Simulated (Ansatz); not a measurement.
# PbSe: response to a displaced atom

PbSe is deformed so: atom 2 (Se) moved by (0.029, 0.029, 0.029) Å. What stress and forces result, by LAPW, PAW and all-electron datasets made for the crystal?

Method: DFT PBE, scalar-relativistic, in Ansatz 0.2.0.

**1. The structure to begin with**

The structure is cubic, space group Fm-3m (No. 225). Conventional cell: a = 6.124 Å, b = 6.124 Å, c = 6.124 Å, α = 90.00°, β = 90.00°, γ = 90.00°. Around Pb (site symmetry m-3m) lie 6 Se at 3.06 Å. Se (site symmetry m-3m) has 6 Pb at 3.06 Å in its first shell of neighbours.

As a file:

```cif
data_structure
_symmetry_space_group_name_H-M 'Fm-3m'
_symmetry_Int_Tables_number 225
_cell_length_a 6.1243
_cell_length_b 6.1243
_cell_length_c 6.1243
_cell_angle_alpha 90.000
_cell_angle_beta 90.000
_cell_angle_gamma 90.000
_cell_volume 229.70
loop_
_atom_site_label
_atom_site_type_symbol
_atom_site_symmetry_multiplicity
_atom_site_Wyckoff_symbol
_atom_site_fract_x
_atom_site_fract_y
_atom_site_fract_z
_atom_site_occupancy
Pb1 Pb 4 a 0.00000 0.00000 0.00000 1
Se1 Se 4 b 0.50000 0.00000 0.00000 1
```

The file gives the conventional cell by its symmetry; the runs use the cell typed in the input.

Atoms are numbered in the order of the input: Pb1, Se2.

**2. After the deformation**

Space group Fm-3m before, R3m after.

**3. Full-potential LAPW**

Input file input.yaml:

```yaml
crystal:
  lattice:
    - [0.0, 3.06215, 3.06215]
    - [3.06215, 0.0, 3.06215]
    - [3.06215, 3.06215, 0.0]
  atoms:
    - { symbol: Pb, position: [0.0, 0.0, 0.0] }
    - { symbol: Se, position: [0.5047136816, 0.5047136816, 0.5047136816] }
kpoints:
  mp_grid: { grid: [9, 9, 9] }
scf:
  occupations: { method: fermi_dirac, width: 0.01 }
hamiltonian:
  xc: pbe
  pseudopotentials: { kind: all_electron, lapw: { basis_error: 0.00025 } }
output:
  forces: true
  stress: true
  eigenvalues: true
```

The run is started by

```bash
> ansatz run input.yaml --threads 1 --pin off --max-ram 2048MiB --backend cpu --events-out ev --progress --plain --runs-dir out
```

**4. PAW on the default files**

input.yaml: that of step 3 with these lines changed.

```diff
@@ -14,3 +14,3 @@
   xc: pbe
-  pseudopotentials: { kind: all_electron, lapw: { basis_error: 0.00025 } }
+  pseudopotentials: { kind: paw }
 output:
@@ -19 +19,2 @@
   eigenvalues: true
+  efg: { contact_densities: true }
```

**5. Datasets made for this crystal**

input.yaml: that of step 4 with these lines changed.

```diff
@@ -14,3 +14,3 @@
   xc: pbe
-  pseudopotentials: { kind: paw }
+  pseudopotentials: { kind: all_electron, datasets: crystal }
 output:
```

(Steps that only read results are left out.)

Before running it: what results should come out? Wanted: pressure; largest shear or deviatoric stress; force on Se2 along the move.

**Answer**, as computed:

| quantity | value |
| --- | --- |
| pressure | LAPW 2.37, PAW 2.37, crystal datasets 2.37 GPa |
| largest shear or deviatoric stress (LAPW) | 0.01 GPa |
| force on Se2 along the move | -0.033 eV/Å |

In words: Se2 feels a force against its move, a stiffness of 0.67 eV/Å² with all periodic images moving together. No run of the undeformed cell stands beside it, so pressure and stress hold what the given cell had before the change, as far as its symmetry allows. PAW: stress within 0.01 GPa of LAPW, forces within 1 meV/Å. Crystal datasets: stress within 0.01 GPa of LAPW, forces within 1 meV/Å. Spin-orbit coupling is left out, though the cell holds Pb; in elements this heavy it can shift bands and gaps by tenths of an eV.

These are semilocal Kohn-Sham gaps, which aren't the measured quantity. Such gaps usually fall short of the measured ones; spin-orbit coupling, left out here, narrows gaps with Pb, so the two errors partly cancel.
